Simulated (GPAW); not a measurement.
# ZnS (F-43m) in GPAW: a series of runs

Aim: see how the results for ZnS move with the level of theory and the settings. Levels: BLYP+D3(BJ), BLYP+D4. Tasks: relaxation of cell and atoms.

Everything below comes from runs of GPAW 26.7.0. Logs are shortened: lines on timing, memory, paths and dates and some standing lists are left out, and cuts for length are marked. The log counts tension as positive stress, the text compression.

## 1. Starting point

It takes space group F-43m (No. 216, cubic). The conventional cell has a = 5.404 Å, b = 5.404 Å, c = 5.404 Å, α = 90.00°, β = 90.00°, γ = 90.00°. Zn (site symmetry -43m) has 4 S at 2.34 Å as nearest neighbours. S (site symmetry -43m) is surrounded by 4 Zn at 2.34 Å.

## 2. Relaxation of cell and atoms, BLYP+D3(BJ), target pressure 10 GPa, at which the enthalpy is minimised

run.py reads:

```python
from ase import Atoms
from ase.calculators.mixing import SumCalculator
from ase.filters import FrechetCellFilter
from ase.io import write
from ase.optimize import BFGS
from ase.units import GPa
from dftd3.ase import DFTD3
from gpaw import GPAW, PW, setup_paths

setup_paths.insert(0, '.')

atoms = Atoms(['Zn', 'S'],
              cell=[[0.0, 2.702, 2.702],
                    [2.702, 0.0, 2.702],
                    [2.702, 2.702, 0.0]],
              scaled_positions=[[0.75, 0.75, 0.75],
                                [0.0, 0.0, 0.0]],
              pbc=True)

calc = GPAW(mode=PW(600),
            xc='BLYP',
            kpts={'size': (9, 9, 9), 'gamma': True},
            occupations={'name': 'fermi-dirac', 'width': 0.05},
            nbands=18,
            convergence={'density': 1e-05, 'forces': 0.0001},
            eigensolver='davidson',
            maxiter=150,
            txt='gpaw.txt')
atoms.calc = SumCalculator([calc, DFTD3(method='blyp', damping='d3bj')])
opt = BFGS(FrechetCellFilter(atoms, scalar_pressure=10 * GPa), trajectory='relax.traj', logfile='-')
done = opt.run(fmax=0.05, steps=40)
calc.write('gs.gpw')
write('result.traj', atoms)
print('Converged:', done)
print('Cell:', atoms.cell.cellpar().round(4))
print('Volume:', round(atoms.get_volume(), 4))
print(atoms.get_scaled_positions().round(5))
```

Potentials or basis: PAW data sets generated in the run's folder for this functional, pw.

Command:

```sh
$ gpaw-setup -f BLYP S Zn
$ OMP_NUM_THREADS=1 python run.py
```

gpaw.txt:

```text
__  _  _
 | _ |_)|_||  |
 |__||  | ||/\| - 26.7.0

Input parameters:
  mode=PW(ecut=600.0),
  convergence={'density': 1e-05, 'forces': 0.0001},
  eigensolver=Davidson(niter=2),
  kpts=MonkhorstPack(size=(9, 9, 9), gamma=True),
  maxiter=150,
  nbands=18,
  occupations=Occupations(name='fermi-dirac', width=0.05),
  xc=XC(name='BLYP')

Diagonalizing LCAO Hamiltonian
Converting LCAO to pw mode

                    Zn

       S

Atoms  # Å, Bohr magnetons
|   | symbol |        x |        y |        z |    initial magnetic moments |
|---|--------|----------|----------|----------|-----------------------------|
| 0 |     Zn | 4.053000 | 4.053000 | 4.053000 | ( 0.0000,  0.0000,  0.0000) |
| 1 |      S | 0.000000 | 0.000000 | 0.000000 | ( 0.0000,  0.0000,  0.0000) |

Unit cell  # Å
| periodic |        x |        y |        z |  lengths |    angles |
|----------|----------|----------|----------|----------|-----------|
|      yes | 0.000000 | 2.702000 | 2.702000 | 3.821205 | 60.000000 |
|      yes | 2.702000 | 0.000000 | 2.702000 | 3.821205 | 60.000000 |
|      yes | 2.702000 | 2.702000 | 0.000000 | 3.821205 | 60.000000 |

Number of symmetries: 24
Symmetry operations  # r_c * U_cc + t_c -> r_c
|    | kind |            matrix            |
|----|------|------------------------------|
|  0 |  E   |  1, 0, 0,  0, 1, 0,  0, 0, 1 |
|  1 |  σ   |  1, 0, 0,  0, 0, 1,  0, 1, 0 |
|  2 |  σ   |  1, 0,-1,  0, 1,-1,  0, 0,-1 |
|  3 |  C3  |  1, 0,-1,  0, 0,-1,  0, 1,-1 |
|  4 |  C3  |  1,-1, 0,  0,-1, 1,  0,-1, 0 |
|  5 |  σ   |  1,-1, 0,  0,-1, 0,  0,-1, 1 |
|  6 |  σ   |  0, 1, 0,  1, 0, 0,  0, 0, 1 |
|  7 |  C3  |  0, 1, 0,  0, 0, 1,  1, 0, 0 |
|  8 |  C2  |  0, 1,-1,  1, 0,-1,  0, 0,-1 |
|  9 |  S4  |  0, 1,-1,  0, 0,-1,  1, 0,-1 |
| 10 |  C3  |  0, 0, 1,  1, 0, 0,  0, 1, 0 |
| 11 |  σ   |  0, 0, 1,  0, 1, 0,  1, 0, 0 |
| 12 |  S4  |  0, 0,-1,  1, 0,-1,  0, 1,-1 |
| 13 |  C3  |  0, 0,-1,  0, 1,-1,  1, 0,-1 |
[... 136 lines left out ...]
convergence criteria:
- Maximum integral of absolute [dens]ity change: 1e-05 electrons / valence electron
- Maximum change in the atomic [forces] across last 2 cycles: 0.0001 eV/Ang OR
Maximum error relative to the maximum force is below inf
- Maximum [total energy] change in last 3 cyles: 0.0005 eV / valence electron
- Maximum integral of absolute [eigenst]ate change: 4e-08 eV^2 / valence electron
maximum number of iterations: 150

SCF iterations
|iter     | |      energy | eigst |  dens |force |
|---------|-|-------------|-------|-------|------|
|iter:   1| |   -6.218823 | -0.16 |       |      |
|iter:   2| |   -6.140736 | -1.19 | -1.15 |      |
|iter:   3| |   -5.841152 | -1.36 | -1.19 |      |
|iter:   4| |   -5.817885 | -2.12 | -1.76 |      |
|iter:   5| |   -5.811701 | -2.94 | -2.07 |      |
|iter:   6| |   -5.811977c| -4.17 | -2.46 |      |
|iter:   7| |   -5.811984c| -5.61 | -3.52 |      |
|iter:   8| |   -5.811988c| -6.14 | -3.89 |      |
|iter:   9| |   -5.811988c| -7.68c| -4.90 |      |
|iter:  10| |   -5.811988c| -8.33c| -5.35c|      |
|iter:  11| |   -5.811988c| -9.33c| -5.60c|-16.38c|
[... 46 lines left out ...]
Stress tensor  # eV/Ang^3
|         x |         y |         z |
|-----------|-----------|-----------|
| -0.029695 | -0.000000 | -0.000000 |
| -0.000000 | -0.029695 |  0.000000 |
| -0.000000 |  0.000000 | -0.029695 |

Forces  # eV/Ang
|       x |       y |       z |
|---------|---------|---------|
| 0.00000 | 0.00000 | 0.00000 |  # Zn   0
| 0.00000 | 0.00000 | 0.00000 |  # S    1

Interpolating wave functions to new cell

                    Zn

       S

Atoms  # Å, Bohr magnetons
|   | symbol |         x |        y |        z |    initial magnetic moments |
|---|--------|-----------|----------|----------|-----------------------------|
| 0 |     Zn |  4.012359 | 4.012359 | 4.012359 | ( 0.0000,  0.0000,  0.0000) |
| 1 |      S | -0.000000 | 0.000000 | 0.000000 | ( 0.0000,  0.0000,  0.0000) |

Unit cell  # Å
| periodic |        x |        y |        z |  lengths |    angles |
|----------|----------|----------|----------|----------|-----------|
|      yes | 0.000000 | 2.674906 | 2.674906 | 3.782889 | 60.000000 |
|      yes | 2.674906 | 0.000000 | 2.674906 | 3.782889 | 60.000000 |
|      yes | 2.674906 | 2.674906 | 0.000000 | 3.782889 | 60.000000 |

Number of symmetries: 24
Symmetry operations  # r_c * U_cc + t_c -> r_c
|    | kind |            matrix            |
|----|------|------------------------------|
|  0 |  E   |  1, 0, 0,  0, 1, 0,  0, 0, 1 |
|  1 |  σ   |  1, 0, 0,  0, 0, 1,  0, 1, 0 |
|  2 |  σ   |  1, 0,-1,  0, 1,-1,  0, 0,-1 |
|  3 |  C3  |  1, 0,-1,  0, 0,-1,  0, 1,-1 |
|  4 |  C3  |  1,-1, 0,  0,-1, 1,  0,-1, 0 |
|  5 |  σ   |  1,-1, 0,  0,-1, 0,  0,-1, 1 |
|  6 |  σ   |  0, 1, 0,  1, 0, 0,  0, 0, 1 |
|  7 |  C3  |  0, 1, 0,  0, 0, 1,  1, 0, 0 |
|  8 |  C2  |  0, 1,-1,  1, 0,-1,  0, 0,-1 |
|  9 |  S4  |  0, 1,-1,  0, 0,-1,  1, 0,-1 |
| 10 |  C3  |  0, 0, 1,  1, 0, 0,  0, 1, 0 |
| 11 |  σ   |  0, 0, 1,  0, 1, 0,  1, 0, 0 |
| 12 |  S4  |  0, 0,-1,  1, 0,-1,  0, 1,-1 |
| 13 |  C3  |  0, 0,-1,  0, 1,-1,  1, 0,-1 |
[... 204 lines left out ...]
Stress tensor  # eV/Ang^3
|         x |         y |         z |
|-----------|-----------|-----------|
| -0.046124 |  0.000000 | -0.000000 |
|  0.000000 | -0.046124 | -0.000000 |
| -0.000000 | -0.000000 | -0.046124 |

Forces  # eV/Ang
|       x |        y |        z |
|---------|----------|----------|
| 0.00000 | -0.00000 | -0.00000 |  # Zn   0
| 0.00000 | -0.00000 | -0.00000 |  # S    1

Interpolating wave functions to new cell

                   Zn

       S

Atoms  # Å, Bohr magnetons
|   | symbol |        x |        y |        z |    initial magnetic moments |
|---|--------|----------|----------|----------|-----------------------------|
| 0 |     Zn | 3.873215 | 3.873215 | 3.873215 | ( 0.0000,  0.0000,  0.0000) |
| 1 |      S | 0.000000 | 0.000000 | 0.000000 | ( 0.0000,  0.0000,  0.0000) |

Unit cell  # Å
| periodic |        x |         y |        z |  lengths |    angles |
|----------|----------|-----------|----------|----------|-----------|
|      yes | 0.000000 |  2.582143 | 2.582143 | 3.651702 | 60.000000 |
|      yes | 2.582143 | -0.000000 | 2.582143 | 3.651702 | 60.000000 |
|      yes | 2.582143 |  2.582143 | 0.000000 | 3.651702 | 60.000000 |

Number of symmetries: 24
Symmetry operations  # r_c * U_cc + t_c -> r_c
|    | kind |            matrix            |
|----|------|------------------------------|
|  0 |  E   |  1, 0, 0,  0, 1, 0,  0, 0, 1 |
|  1 |  σ   |  1, 0, 0,  0, 0, 1,  0, 1, 0 |
|  2 |  σ   |  1, 0,-1,  0, 1,-1,  0, 0,-1 |
|  3 |  C3  |  1, 0,-1,  0, 0,-1,  0, 1,-1 |
|  4 |  C3  |  1,-1, 0,  0,-1, 1,  0,-1, 0 |
|  5 |  σ   |  1,-1, 0,  0,-1, 0,  0,-1, 1 |
|  6 |  σ   |  0, 1, 0,  1, 0, 0,  0, 0, 1 |
|  7 |  C3  |  0, 1, 0,  0, 0, 1,  1, 0, 0 |
|  8 |  C2  |  0, 1,-1,  1, 0,-1,  0, 0,-1 |
|  9 |  S4  |  0, 1,-1,  0, 0,-1,  1, 0,-1 |
| 10 |  C3  |  0, 0, 1,  1, 0, 0,  0, 1, 0 |
| 11 |  σ   |  0, 0, 1,  0, 1, 0,  1, 0, 0 |
| 12 |  S4  |  0, 0,-1,  1, 0,-1,  0, 1,-1 |
| 13 |  C3  |  0, 0,-1,  0, 1,-1,  1, 0,-1 |
[... 144 lines left out ...]
SCF iterations
|iter     | |      energy | eigst |  dens |force |
|---------|-|-------------|-------|-------|------|
|iter:   1| |   -5.794833 |       |       |      |
|iter:   2| |   -5.740730 | -1.88 | -1.27 |      |
|iter:   3| |   -5.737421 | -1.15 | -1.29 |      |
|iter:   4| |   -5.467180 | -1.36 | -1.60 |      |
|iter:   5| |   -5.454644 | -2.84 | -2.03 |      |
|iter:   6| |   -5.454283 | -3.17 | -2.40 |      |
|iter:   7| |   -5.454241c| -4.62 | -3.08 |      |
|iter:   8| |   -5.454252c| -5.54 | -3.61 |      |
|iter:   9| |   -5.454250c| -6.65 | -4.27 |      |
|iter:  10| |   -5.454251c| -7.95c| -4.97 |      |
|iter:  11| |   -5.454251c| -8.69c| -5.26c|      |
|iter:  12| |   -5.454251c|-10.23c| -6.04c|-16.39c|

Converged in 12 steps
Energy contributions relative to reference atoms: (reference = -59734.185231)

Energy contributions:
  Kinetic:          26.495989
  Coulomb:         -21.894083
  Zero:              0.014252
  External:          0.000000
  Xc:              -10.070408
  Entropy:          -0.000000
  Spinorbit:         0.000000
  ----------------------------
  Free energy:      -5.454251
  Extrapolated:     -5.454251
[... 31 lines left out ...]
Stress tensor  # eV/Ang^3
|         x |         y |         z |
|-----------|-----------|-----------|
| -0.122160 |  0.000000 | -0.000000 |
|  0.000000 | -0.122160 | -0.000000 |
| -0.000000 | -0.000000 | -0.122160 |

Forces  # eV/Ang
|       x |        y |        z |
|---------|----------|----------|
| 0.00000 | -0.00000 |  0.00000 |  # Zn   0
| 0.00000 | -0.00000 | -0.00000 |  # S    1

Interpolating wave functions to new cell

                   Zn

       S

Atoms  # Å, Bohr magnetons
|   | symbol |        x |        y |        z |    initial magnetic moments |
|---|--------|----------|----------|----------|-----------------------------|
| 0 |     Zn | 3.891688 | 3.891688 | 3.891688 | ( 0.0000,  0.0000,  0.0000) |
| 1 |      S | 0.000000 | 0.000000 | 0.000000 | ( 0.0000,  0.0000,  0.0000) |

Unit cell  # Å
| periodic |        x |         y |         z |  lengths |    angles |
|----------|----------|-----------|-----------|----------|-----------|
|      yes | 0.000000 |  2.594458 |  2.594458 | 3.669118 | 60.000000 |
|      yes | 2.594458 | -0.000000 |  2.594458 | 3.669118 | 60.000000 |
|      yes | 2.594458 |  2.594458 | -0.000000 | 3.669118 | 60.000000 |

Number of symmetries: 24
Symmetry operations  # r_c * U_cc + t_c -> r_c
|    | kind |            matrix            |
|----|------|------------------------------|
|  0 |  E   |  1, 0, 0,  0, 1, 0,  0, 0, 1 |
|  1 |  σ   |  1, 0, 0,  0, 0, 1,  0, 1, 0 |
|  2 |  σ   |  1, 0,-1,  0, 1,-1,  0, 0,-1 |
|  3 |  C3  |  1, 0,-1,  0, 0,-1,  0, 1,-1 |
|  4 |  C3  |  1,-1, 0,  0,-1, 1,  0,-1, 0 |
|  5 |  σ   |  1,-1, 0,  0,-1, 0,  0,-1, 1 |
|  6 |  σ   |  0, 1, 0,  1, 0, 0,  0, 0, 1 |
|  7 |  C3  |  0, 1, 0,  0, 0, 1,  1, 0, 0 |
|  8 |  C2  |  0, 1,-1,  1, 0,-1,  0, 0,-1 |
|  9 |  S4  |  0, 1,-1,  0, 0,-1,  1, 0,-1 |
| 10 |  C3  |  0, 0, 1,  1, 0, 0,  0, 1, 0 |
| 11 |  σ   |  0, 0, 1,  0, 1, 0,  1, 0, 0 |
| 12 |  S4  |  0, 0,-1,  1, 0,-1,  0, 1,-1 |
| 13 |  C3  |  0, 0,-1,  0, 1,-1,  1, 0,-1 |
[... 203 lines left out ...]
Stress tensor  # eV/Ang^3
|         x |         y |         z |
|-----------|-----------|-----------|
| -0.110003 |  0.000000 |  0.000000 |
|  0.000000 | -0.110003 | -0.000000 |
|  0.000000 | -0.000000 | -0.110003 |

Forces  # eV/Ang
|        x |        y |        z |
|----------|----------|----------|
|  0.00000 |  0.00000 |  0.00000 |  # Zn   0
| -0.00000 | -0.00000 | -0.00000 |  # S    1

# Writing to gs.gpw (mode='')
```

Run time: 53 s. Hardware: 1 thread of Arm Neoverse V2, shared host; peak memory 0.2 GiB.

What came out:

* Free energy: -7.0418 eV
* Relaxed volume: 17.46 Å³/atom
* Relaxed cell: a = 3.669 Å, b = 3.669 Å, c = 3.669 Å, α = 60.00°, β = 60.00°, γ = 60.00°
* Space group after relaxing (to 0.05 Å): F-43m (No. 216)
* Energy change on relaxing (the enthalpy is what falls): +51.7 meV/atom
* Ionic steps: 4
* Pressure after relaxing: 9.8 GPa
* Band gap on the k mesh: 2.68 eV, direct
* Dispersion energy per atom: -0.765 eV

The path:
```tsv
step	energy change (eV)	largest force (eV/Å)	pressure (GPa)	volume (Å³)
1	0.0000	0.0000	-1.46	39.45
2	-0.0022	0.0000	0.81	38.28
3	0.1368	0.0000	11.59	34.43
4	0.1035	0.0000	9.85	34.93
```

Final structure:
```xyz
2
Lattice="0.0000 2.5945 2.5945 2.5945 0.0000 2.5945 2.5945 2.5945 0.0000" Properties=species:S:1:pos:R:3 pbc="T T T"
Zn    3.8917    3.8917    3.8917
S     0.0000    0.0000    0.0000
```

Caveat: later steps reuse the first step's grids.

## 3. Relaxation of cell and atoms, BLYP+D4

run.py reads:

```python
from ase.calculators.mixing import SumCalculator
from ase.filters import FrechetCellFilter
from ase.io import read, write
from ase.optimize import BFGS
from dftd4.ase import DFTD4
from gpaw import GPAW, PW, setup_paths

setup_paths.insert(0, '.')

atoms = read('ZnS.xyz')

calc = GPAW(mode=PW(600),
            xc='BLYP',
            kpts={'size': (9, 9, 9), 'gamma': True},
            occupations={'name': 'fermi-dirac', 'width': 0.05},
            nbands=18,
            convergence={'density': 1e-05, 'forces': 0.0001},
            eigensolver='davidson',
            maxiter=150,
            txt='gpaw.txt')
atoms.calc = SumCalculator([calc, DFTD4(method='blyp')])
opt = BFGS(FrechetCellFilter(atoms), trajectory='relax.traj', logfile='-')
done = opt.run(fmax=0.02, steps=60)
calc.write('gs.gpw')
write('result.traj', atoms)
print('Converged:', done)
print('Cell:', atoms.cell.cellpar().round(4))
print('Volume:', round(atoms.get_volume(), 4))
print(atoms.get_scaled_positions().round(5))
```

ZnS.xyz reads:

```xyz
2
Lattice="0.0000000000 2.7020000000 2.7020000000 2.7020000000 0.0000000000 2.7020000000 2.7020000000 2.7020000000 0.0000000000" Properties=species:S:1:pos:R:3 pbc="T T T"
Zn     4.0530000000      4.0530000000      4.0530000000
S      0.0000000000      0.0000000000      0.0000000000
```

Potentials or basis: PAW data sets generated in the run's folder for this functional, pw.

Command:

```sh
$ gpaw-setup -f BLYP S Zn
$ OMP_NUM_THREADS=1 python run.py
```

gpaw.txt:

```text
__  _  _
 | _ |_)|_||  |
 |__||  | ||/\| - 26.7.0

Input parameters:
  mode=PW(ecut=600.0),
  convergence={'density': 1e-05, 'forces': 0.0001},
  eigensolver=Davidson(niter=2),
  kpts=MonkhorstPack(size=(9, 9, 9), gamma=True),
  maxiter=150,
  nbands=18,
  occupations=Occupations(name='fermi-dirac', width=0.05),
  xc=XC(name='BLYP')

Diagonalizing LCAO Hamiltonian
Converting LCAO to pw mode

                    Zn

       S

Atoms  # Å, Bohr magnetons
|   | symbol |        x |        y |        z |    initial magnetic moments |
|---|--------|----------|----------|----------|-----------------------------|
| 0 |     Zn | 4.053000 | 4.053000 | 4.053000 | ( 0.0000,  0.0000,  0.0000) |
| 1 |      S | 0.000000 | 0.000000 | 0.000000 | ( 0.0000,  0.0000,  0.0000) |
[... 494 lines left out ...]
|----------|----------|----------|----------|----------|-----------|
|      yes | 0.000000 | 2.693431 | 2.693431 | 3.809087 | 59.999997 |
|      yes | 2.693431 | 0.000000 | 2.693431 | 3.809087 | 59.999997 |
|      yes | 2.693431 | 2.693431 | 0.000000 | 3.809087 | 59.999997 |

Number of symmetries: 6
Symmetry operations  # r_c * U_cc + t_c -> r_c
|   | kind |            matrix            |
|---|------|------------------------------|
| 0 |  E   |  1, 0, 0,  0, 1, 0,  0, 0, 1 |
| 1 |  σ   |  1, 0, 0,  0, 0, 1,  0, 1, 0 |
| 2 |  σ   |  0, 1, 0,  1, 0, 0,  0, 0, 1 |
| 3 |  C3  |  0, 1, 0,  0, 0, 1,  1, 0, 0 |
| 4 |  C3  |  0, 0, 1,  1, 0, 0,  0, 1, 0 |
| 5 |  σ   |  0, 0, 1,  0, 1, 0,  1, 0, 0 |
[... 134 lines left out ...]
SCF iterations
|iter     | |      energy | eigst |  dens |force |
|---------|-|-------------|-------|-------|------|
|iter:   1| |   -5.801658 |       |       |      |
|iter:   2| |   -5.801354 | -4.12 | -2.39 |      |
|iter:   3| |   -5.801138c| -3.40 | -2.42 |      |
|iter:   4| |   -5.799891c| -3.62 | -2.75 |      |
|iter:   5| |   -5.799818c| -5.10 | -3.17 |      |
|iter:   6| |   -5.799815c| -5.39 | -3.52 |      |
|iter:   7| |   -5.799814c| -6.70 | -4.13 |      |
|iter:   8| |   -5.799814c| -7.60c| -4.71 |      |
|iter:   9| |   -5.799814c| -8.62c| -5.30c|      |
|iter:  10| |   -5.799814c| -9.92c| -6.16c|-7.03c|
[... 46 lines left out ...]
Stress tensor  # eV/Ang^3
|         x |         y |         z |
|-----------|-----------|-----------|
| -0.034648 |  0.000000 |  0.000000 |
|  0.000000 | -0.034648 |  0.000000 |
|  0.000000 |  0.000000 | -0.034648 |

Forces  # eV/Ang
|        x |        y |        z |
|----------|----------|----------|
|  0.00000 |  0.00000 |  0.00000 |  # Zn   0
| -0.00000 | -0.00000 | -0.00000 |  # S    1

# Writing to gs.gpw (mode='')
```

stdout:

```text
Step          Energy          fmax
BFGS:    0       -6.968606        0.084717
BFGS:    1       -6.968854        0.068578
BFGS:    2       -6.969268        0.000886
Converged: True
Cell: [ 3.8091  3.8091  3.8091 60.     60.     60.    ]
Volume: 39.0794
[[0.75 0.75 0.75]
 [0.   0.   0.  ]]
```

Wall time 80 s (1 thread of Arm Neoverse V2, shared host); peak memory 0.25 GiB.

What came out:

| Property | Result |
| --- | --- |
| Free energy | -6.9693 eV |
| Relaxed volume | 19.54 Å³/atom |
| Relaxed cell | a = 3.809 Å, b = 3.809 Å, c = 3.809 Å, α = 60.00°, β = 60.00°, γ = 60.00° |
| Space group after relaxing (to 0.05 Å) | F-43m (No. 216) |
| Energy gained by relaxing | 0.3 meV/atom |
| Ionic steps | 3 |
| Pressure after relaxing | 0.0 GPa |
| Band gap on the k mesh | 2.14 eV, direct |
| Dispersion energy per atom | -0.585 eV |

Step by step:
| step | energy change (eV) | largest force (eV/Å) | pressure (GPa) | volume (Å³) |
| --- | --- | --- | --- | --- |
| 1 | 0.0000 | 0.0000 | -0.69 | 39.45 |
| 2 | -0.0002 | 0.0000 | -0.56 | 39.38 |
| 3 | -0.0007 | 0.0000 | 0.01 | 39.08 |

Final structure:
```yaml
crystal:
  lattice:
    - [0.00000, 2.69343, 2.69343]
    - [2.69343, 0.00000, 2.69343]
    - [2.69343, 2.69343, 0.00000]
  atoms:
    - { symbol: Zn, position: [0.75000, 0.75000, 0.75000] }
    - { symbol: S, position: [0.00000, 0.00000, 0.00000] }
```

Caveat: later steps reuse the first step's grids.
